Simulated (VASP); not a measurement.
# ZnAu (Pm-3m) in VASP: a series of runs

Runs on ZnAu. Level: LDA. Tasks: single point.

All numbers are computed with VASP 6.6.1; they aren't measurements. Logs are shortened: lines on timing, memory, paths and dates and some standing lists are left out, and cuts for length are marked.

### Step 1. The structure

The structure is cubic, space group Pm-3m (No. 221). The conventional cell has a = 3.147 Å, b = 3.147 Å, c = 3.147 Å, α = 90.00°, β = 90.00°, γ = 90.00°. Zn (site symmetry m-3m) is surrounded by 8 Au at 2.73 Å. Au (site symmetry m-3m) is surrounded by 8 Zn at 2.73 Å.

### Step 2. Single point, LDA

File INCAR:

```
PREC = Accurate ; ENCUT = 520
EDIFF = 1E-6 ; ISMEAR = -1
SIGMA = 0.15 ; LREAL = F
LASPH = T ; NELM = 100
ALGO = Normal ; ISIF = 2
LWAVE = F ; LCHARG = F
GGA = CA ; NBANDS = 18
```

File KPOINTS:

```
Automatic mesh
0
Gamma
  5 5 5
```

File POSCAR:

```
ZnAu
1.0
    3.1470000000      0.0000000000      0.0000000000
    0.0000000000      3.1470000000      0.0000000000
    0.0000000000      0.0000000000      3.1470000000
Zn Au
1 1
Direct
    0.5000000000      0.5000000000      0.5000000000
    0.0000000000      0.0000000000      0.0000000000
```

Potentials or basis: VASP PAW LDA potentials, release 64 (Zn, Au).

The run is started by

```bash
$ cat potpaw_LDA.64/Zn/POTCAR potpaw_LDA.64/Au/POTCAR > POTCAR
$ mpirun -np 1 vasp_std > vasp.out
```

OUTCAR:

```text
PREC = Accurate
   ENCUT = 520
   EDIFF = 1E-6
   ISMEAR = -1
   LREAL = F
   LASPH = T
   NELM = 100
   ISIF = 2
   GGA = CA

 ion  position               nearest neighbor table
   1  0.500  0.500  0.500-   2 2.73   2 2.73   2 2.73   2 2.73   2 2.73   2 2.73   2 2.73   2 2.73

   2  0.000  0.000  0.000-   1 2.73   1 2.73   1 2.73   1 2.73   1 2.73   1 2.73   1 2.73   1 2.73

  LATTYP: Found a simple cubic cell.
 ALAT       =     3.1470000000

  Lattice vectors:

 A1 = (   3.1470000000,   0.0000000000,   0.0000000000)
 A2 = (   0.0000000000,   3.1470000000,   0.0000000000)
 A3 = (   0.0000000000,   0.0000000000,   3.1470000000)

Analysis of symmetry for initial positions (statically):
=====================================================================
 Subroutine PRICEL returns:
 Original cell was already a primitive cell.

 Routine SETGRP: Setting up the symmetry group for a
 simple cubic supercell.

 Subroutine GETGRP returns: Found 48 space group operations
 (whereof 48 operations were pure point group operations)
 out of a pool of 48 trial point group operations.

The static configuration has the point symmetry O_h .

Analysis of symmetry for dynamics (positions and initial velocities):
=====================================================================
 Subroutine PRICEL returns:
 Original cell was already a primitive cell.

 Routine SETGRP: Setting up the symmetry group for a
 simple cubic supercell.

 Subroutine GETGRP returns: Found 48 space group operations
 (whereof 48 operations were pure point group operations)
 out of a pool of 48 trial point group operations.

The dynamic configuration has the point symmetry O_h .

 Subroutine INISYM returns: Found 48 space group operations
 (whereof 48 operations are pure point group operations),
 and found     1 'primitive' translations

----------------------------------------------------------------------------------------

                                     Primitive cell

  volume of cell :      31.1667

  direct lattice vectors                    reciprocal lattice vectors
     3.147000000  0.000000000  0.000000000     0.317762949  0.000000000  0.000000000
     0.000000000  3.147000000  0.000000000     0.000000000  0.317762949  0.000000000
     0.000000000  0.000000000  3.147000000     0.000000000  0.000000000  0.317762949

  length of vectors
[... 56 lines left out ...]
   NGXF,Y,Z  is equivalent  to a cutoff of  25.36, 25.36, 25.36 a.u.
 SYSTEM =  unknown system
   PREC   = accura    normal or accurate (medium, high low for compatibility)
   ISTART =      0    job   : 0-new  1-cont  2-samecut
   ICHARG =      2    charge: 1-file 2-atom 10-const
   ISPIN  =      1    spin polarized calculation?
   LNONCOLLINEAR =      F non collinear calculations
   LSORBIT =      F    spin-orbit coupling
   LASPH  =      T    aspherical Exc in radial PAW
   ENCUT  =  520.0 eV  38.22 Ry    6.18 a.u.   5.85  5.85  5.85*2*pi/ulx,y,z
   NELM   =    100;   NELMIN=  2; NELMDL= -5     # of ELM steps
   EDIFF  = 0.1E-05   stopping-criterion for ELM
[... 8 lines left out ...]
   TEBEG  =    0.0;   TEEND  =   0.0 temperature during run
   PSTRESS=    0.0 pullay stress
   NELECT =      23.0000    total number of electrons
   NUPDOWN=      -1.0000    fix difference up-down
   EMIN   =  10.00;   EMAX   =-10.00  energy-range for DOS
   EFERMI =   0.00;   METHOD = LEGACY
   ISMEAR =    -1;   SIGMA  =   0.15  broadening in eV -4-tet -1-fermi 0-gaus
   EFERMI_NEDOS =   21; number of points for ismear=-14 and -15
   IALGO  =     38    algorithm
   IMIX   =      4    mixing-type and parameters
     AMIX     =   0.40;   BMIX     =  1.00
     AMIX_MAG =   1.60;   BMIX_MAG =  1.00
  volume/ion in A,a.u.               =      15.58       105.16
  Fermi-wavevector in a.u.,A,eV,Ry     =   1.479406  2.795672 29.778283  2.188642
  Thomas-Fermi vector in A             =   2.593568
   LORBIT       =      0    0 simple, 1 ext, 2 COOP (PROOUT), +10 PAW based schemes
   GGA     = CA    functional components
   LHFCALC =     F    Hartree Fock is set to
   AEXX    =    0.0000 exact exchange contribution
   IVDW    =     0    specifies the selected vdW correction
   LEPSILON=     F    determine dielectric tensor
   LRPA    =     F    only Hartree local field effects (RPA)
 non-spin polarized calculation
  energy-cutoff  :      520.00
  volume of cell :       31.17
 maximum number of plane-waves:       847
 NGX is ok and might be reduce to    24
   NGX = 11   NGY = 11   NGZ = 11

 number of electron      23.0000000 magnetization

 Free energy of the ion-electron system (eV)
  ---------------------------------------------------
  ext. energy  EPLUGINS =         0.00000000
  ---------------------------------------------------
  free energy    TOTEN  =        -6.76514903 eV

  energy without entropy =       -6.73849909  energy(sigma->0) =       -6.75182406

 E-fermi :   6.7259     XC(G=0): -12.6755

 val. band max:        6.6197863523   @ k =   0.4000   0.4000   0.4000
 cond. band min:       7.4181485625   @ k =   0.4000   0.4000   0.2000
 fundamental gap:      0.7983622102
 Fermi energy:         6.7259248287

 k-point     1 :       0.0000    0.0000    0.0000
  band No.  band energies     occupation
      1      -3.7617      2.00000
      2      -1.3031      2.00000
      3      -1.3031      2.00000
      4      -0.6340      2.00000
      5      -0.6340      2.00000
      6      -0.6340      2.00000
[... 187 lines left out ...]
      5      -0.4376      2.00000
      6       0.3838      2.00000
[... 10 lines left out ...]
     17      14.1158      0.00000
     18      16.5818      0.00000

------------------------ aborting loop because EDIFF is reached ----------------------------------------

  FORCE on cell =-STRESS in cart. coord.  units (eV):
  Direction    XX          YY          ZZ          XY          YZ          ZX
  --------------------------------------------------------------------------------------
  -------------------------------------------------------------------------------------
  Total       -1.1102527     -1.1102527     -1.1102527     -0.0000000      0.0000000     -0.0000000
  in kB      -57.0745117    -57.0745117    -57.0745117     -0.0000000      0.0000000     -0.0000000
  external PRESSURE =     -57.0745117 kB  Pullay stress =       0.0000000 kB

 VOLUME and BASIS-vectors are now :
 -----------------------------------------------------------------------------
  energy-cutoff  :      520.00
  volume of cell :       31.17
      direct lattice vectors                 reciprocal lattice vectors
     3.147000000  0.000000000  0.000000000     0.317762949  0.000000000  0.000000000
     0.000000000  3.147000000  0.000000000     0.000000000  0.317762949  0.000000000
     0.000000000  0.000000000  3.147000000     0.000000000  0.000000000  0.317762949

 POSITION                                       TOTAL-FORCE (eV/Angst)
 -----------------------------------------------------------------------------------
      1.57350      1.57350      1.57350         0.000000      0.000000      0.000000
      0.00000      0.00000      0.00000         0.000000      0.000000      0.000000
 -----------------------------------------------------------------------------------
    total drift:                                0.000000      0.000000     -0.000000

  FREE ENERGIE OF THE ION-ELECTRON SYSTEM (eV)
  ---------------------------------------------------
  free  energy   TOTEN  =        -6.7651490289 eV

  energy  without entropy=       -6.7384990904  energy(sigma->0) =       -6.75182406
```

It took 3.6 s on 1 thread of Intel Xeon 6975P-C (Granite Rapids), shared host; peak memory 0.12 GiB.

Results:

* Free energy: -6.7651 eV
* Pressure: -5.7 GPa
* Band gap on the k mesh: none (metal or under the smearing width)

Levels at points of the mesh, in eV from the Fermi level:
```
           k point  band 8  band 9  band 10  band 11  band 12  band 13  band 14  band 15
(0.00, 0.00, 0.00)   -5.27   -3.57    -3.57    -3.57     5.08     5.08     5.08     8.89
```

Caveat: the k mesh is coarse (spacing up to 0.40 Å⁻¹), so the values aren't converged. The run has no spin-orbit coupling, so splittings on Au are missing.

### Step 3. Single point, LDA

File INCAR:

```
PREC = Accurate ; ENCUT = 520
EDIFF = 1E-6 ; ISMEAR = -1
SIGMA = 0.15 ; LREAL = False
LASPH = True ; NELM = 100
ALGO = Normal ; ISIF = 2
LWAVE = False ; LCHARG = False
GGA = CA ; NBANDS = 18
```

File KPOINTS:

```
regular mesh
0
Gamma
  5 5 5
```

Edit POSCAR of step 2 so:

```diff
@@ -9,2 +9,2 @@
     0.5000000000      0.5000000000      0.5000000000
-    0.0000000000      0.0000000000      0.0000000000
+    0.0450000000      0.0000000000      0.0000000000
```

Potentials or basis: VASP PAW LDA potentials, release 64 (Zn, Au).

The run is started by

```bash
$ cat potpaw_LDA.64/Zn/POTCAR potpaw_LDA.64/Au/POTCAR > POTCAR
$ mpirun -np 1 vasp_std > vasp.out
```

Run time: 5.1 s. Hardware: 1 thread of Intel Xeon 6975P-C (Granite Rapids), shared host; peak memory 0.13 GiB.

The run converged. Its results:

```
Free energy            : -6.7351 eV
Pressure               : -4.8 GPa
Largest force          : 0.425 eV/Å
Band gap on the k mesh : none (metal or under the smearing width)
```

Forces on the atoms (eV/Å):
```
Zn   0.425  0.000  0.000
Au  -0.425  0.000  0.000
```

Stress tensor (GPa, compression positive):
```
-5.19  0.00  0.00
 0.00 -4.53  0.00
 0.00  0.00 -4.53
```

Levels at points of the mesh, in eV from the Fermi level:
| k point | band 7 | band 8 | band 9 | band 10 | band 11 | band 12 | band 13 | band 14 | band 15 | band 16 |
| --- | --- | --- | --- | --- | --- | --- | --- | --- | --- | --- |
| (0.00, 0.00, 0.00) | -5.30 | -5.25 | -3.58 | -3.58 | -3.56 | 5.10 | 5.10 | 5.21 | 8.86 | 12.31 |

Caveat: the k mesh is coarse (spacing up to 0.40 Å⁻¹), so the values aren't converged. Spin-orbit coupling is left out, which matters for the levels of Au.
